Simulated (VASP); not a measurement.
# V (Fd-3m) in VASP: further runs, part 2 of 2

VASP 6.6.1. Earlier steps stand in the parts before.

### 4 Single point, BLYP

INCAR

```
  PREC = Accurate
  ENCUT = 520
  EDIFF = 1E-6
  ISMEAR = -1
  SIGMA = 0.1
  LREAL = F
  LASPH = T
  NELM = 60
  ALGO = Fast
  ISIF = 2
  LWAVE = F
  LCHARG = F
  GGA = B5
  ALDAX = 1.0
  AGGAX = 1.0
  AGGAC = 1.0
  ALDAC = 0.0
  NBANDS = 20
```

KPOINTS

```
Automatic mesh
0
Gamma
  17 17 17
```

POSCAR

```
V
1.0
    0.0000000000      2.7054774497      2.7054774497
    2.7054774497      0.0000000000      2.7054774497
    2.7054774497      2.7054774497      0.0000000000
V
2
Direct
    0.1250000000      0.1250000000      0.1250000000
    0.8750000000      0.8750000000      0.8750000000
```

Potentials or basis: VASP PAW PBE potentials, release 64 (V_sv).

On the command line:

```
$ cat potpaw_PBE.64/V_sv/POTCAR > POTCAR
$ mpirun -np 1 vasp_std > vasp.out
```

OUTCAR:

```text
PREC = Accurate
   ENCUT = 520
   EDIFF = 1E-6
   ISMEAR = -1
   LREAL = F
   LASPH = T
   NELM = 60
   ISIF = 2
   GGA = B5

 ion  position               nearest neighbor table
   1  0.125  0.125  0.125-   2 2.34   2 2.34   2 2.34   2 2.34
   2  0.875  0.875  0.875-   1 2.34   1 2.34   1 2.34   1 2.34

  LATTYP: Found a face centered cubic cell.
 ALAT       =     5.4109548994

  Lattice vectors:

 A1 = (   0.0000000000,   2.7054774497,   2.7054774497)
 A2 = (   2.7054774497,   0.0000000000,   2.7054774497)
 A3 = (   2.7054774497,   2.7054774497,   0.0000000000)

Analysis of symmetry for initial positions (statically):
=====================================================================
 Subroutine PRICEL returns:
 Original cell was already a primitive cell.

 Routine SETGRP: Setting up the symmetry group for a
 face centered cubic supercell.

 Subroutine GETGRP returns: Found 48 space group operations
 (whereof 12 operations were pure point group operations)
 out of a pool of 48 trial point group operations.

[... 159 lines left out ...]
  ext. energy  EPLUGINS =         0.00000000
  ---------------------------------------------------
  free energy    TOTEN  =       -11.78336288 eV

  energy without entropy =      -11.60535292  energy(sigma->0) =      -11.69435790

 E-fermi :   6.0897     XC(G=0):  -9.9827

 val. band max:        6.0852213161   @ k =   0.4706   0.2941   0.0588
 cond. band min:       6.0935713211   @ k =  -0.2353   0.0588   0.0000
 fundamental gap:      0.0083500050
 Fermi energy:         6.0896579408

 k-point     1 :       0.0000    0.0000    0.0000
  band No.  band energies     occupation
      1     -57.2963      2.00000
      2     -56.7854      2.00000
      3     -31.5058      2.00000
      4     -31.5058      2.00000
      5     -31.5058      2.00000
      6     -30.7796      2.00000
[... 541 lines left out ...]
     19       9.6382      0.00000
     20      15.8729      0.00000

 [... further k-points ...]

------------------------ aborting loop because EDIFF is reached ----------------------------------------

  FORCE on cell =-STRESS in cart. coord.  units (eV):
  Direction    XX          YY          ZZ          XY          YZ          ZX
  --------------------------------------------------------------------------------------
  -------------------------------------------------------------------------------------
  Total        0.0776456      0.0776456      0.0776456      0.0000000     -0.0000000      0.0000000
  in kB        3.1409855      3.1409855      3.1409855      0.0000000     -0.0000000      0.0000000
  external PRESSURE =       3.1409855 kB  Pullay stress =       0.0000000 kB

 VOLUME and BASIS-vectors are now :
 -----------------------------------------------------------------------------
  energy-cutoff  :      520.00
  volume of cell :       39.61
      direct lattice vectors                 reciprocal lattice vectors
     0.000000000  2.705477450  2.705477450    -0.184810263  0.184810263  0.184810263
     2.705477450  0.000000000  2.705477450     0.184810263 -0.184810263  0.184810263
     2.705477450  2.705477450  0.000000000     0.184810263  0.184810263 -0.184810263

 POSITION                                       TOTAL-FORCE (eV/Angst)
 -----------------------------------------------------------------------------------
      0.67637      0.67637      0.67637        -0.000000     -0.000000     -0.000000
      4.73459      4.73459      4.73459         0.000000      0.000000      0.000000
 -----------------------------------------------------------------------------------
    total drift:                                0.000000      0.000000     -0.000000

  FREE ENERGIE OF THE ION-ELECTRON SYSTEM (eV)
  ---------------------------------------------------
  free  energy   TOTEN  =       -11.7833628789 eV

  energy  without entropy=      -11.6053529246  energy(sigma->0) =      -11.69435790
```

OSZICAR:

```text
N       E                     dE             d eps       ncg     rms          rms(c)
DAV:   1     0.339090925563E+03    0.33909E+03   -0.16544E+04  6608   0.142E+03
DAV:   2    -0.329528043434E+01   -0.34239E+03   -0.33734E+03  6748   0.474E+02
DAV:   3    -0.123607496962E+02   -0.90655E+01   -0.88597E+01  7944   0.939E+01
DAV:   4    -0.124625353586E+02   -0.10179E+00   -0.10138E+00  7028   0.972E+00
DAV:   5    -0.124637450975E+02   -0.12097E-02   -0.12096E-02  7452   0.113E+00    0.159E+01
RMM:   6    -0.117791953412E+02    0.68455E+00   -0.37923E+00  6621   0.173E+01    0.321E+00
RMM:   7    -0.117791226113E+02    0.72730E-04   -0.21420E-01  7232   0.402E+00    0.299E+00
RMM:   8    -0.117834461440E+02   -0.43235E-02   -0.33326E-02  7650   0.136E+00    0.627E-01
RMM:   9    -0.117832502736E+02    0.19587E-03   -0.79927E-03  7623   0.701E-01    0.114E-01
RMM:  10    -0.117833741775E+02   -0.12390E-03   -0.17572E-03  7255   0.395E-01    0.107E-01
RMM:  11    -0.117833486653E+02    0.25512E-04   -0.75145E-04  7550   0.249E-01    0.125E-02
RMM:  12    -0.117833641812E+02   -0.15516E-04   -0.14837E-04  8342   0.998E-02    0.107E-02
RMM:  13    -0.117833640989E+02    0.82307E-07   -0.16378E-05  7266   0.346E-02    0.133E-02
RMM:  14    -0.117833628233E+02    0.12756E-05   -0.86968E-06  6711   0.304E-02    0.486E-04
RMM:  15    -0.117833628789E+02   -0.55591E-07   -0.97310E-07  4241   0.101E-02
   1 F= -.11783363E+02 E0= -.11694358E+02  d E =-.178010E+00
```

It took 4 min on 1 thread of AMD EPYC, shared host; peak memory 0.19 GiB.

Results:

| Item | Value |
| --- | --- |
| Free energy | -11.7834 eV |
| Pressure | 0.3 GPa |
| Band gap on the k mesh | none (metal or under the smearing width) |

Levels at points of the mesh, in eV from the Fermi level:
```csv
k point,band 11,band 12,band 13,band 14,band 15,band 16
"(0.00, 0.00, 0.00)",-0.93,-0.50,-0.50,-0.50,1.41,1.41
```

Caveat: the PAW data sets were made with another functional, which shifts forces and pressure a little.
